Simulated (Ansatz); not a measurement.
**ZnSiP2 in Ansatz: the effect of functional**

Crystal: ZnSiP2.

```xyz
8
Lattice="-2.6867 2.6867 5.2300 2.6867 -2.6867 5.2300 2.6867 2.6867 -5.2300" Properties=species:S:1:pos:R:3 pbc="T T T"
Zn    0.0000    2.6867    2.6150
Zn    0.0000    0.0000    0.0000
P     1.3434   -1.2504    3.9225
P     1.3434    3.9371   -1.3075
P     1.2504    1.3434    6.5375
P     1.4363    1.3434    1.3075
Si    2.6867    0.0000    2.6150
Si    0.0000    0.0000    5.2300
```

The cell is a database's computed one.

Alike in all runs:

```yaml
Program: Ansatz 0.2.0
Task: band structure
Potentials_or_basis: Ansatz PAW
k_mesh: 5 × 5 × 5
Occupations: fermi-dirac, width 0.05 eV
Spin: no spin polarisation
```

Task: One run gave: gap on the mesh 1.56 eV; pressure 0.2 GPa. Which functional did it use?
A. r2SCAN
B. BLYP
C. RPBE
D. revPBE

Result: A.

| functional | cutoff | gap on the mesh (eV) | pressure (GPa) |
| --- | --- | --- | --- |
| RPBE | 420 eV (not typed: the program's choice for these potentials) | 1.39 | 4.3 |
| revPBE | 420 eV (not typed: the program's choice for these potentials) | 1.37 | 3.7 |
| BLYP | 420 eV (not typed: the program's choice for these potentials) | 1.51 | 6.1 |
| r2SCAN | 500 eV (not typed: the program's choice for these potentials) | 1.56 | 0.2 |

Caveats: the PAW data sets come from PBE, with cores solved anew for the run's functional, which leaves a small shift of forces and pressure.

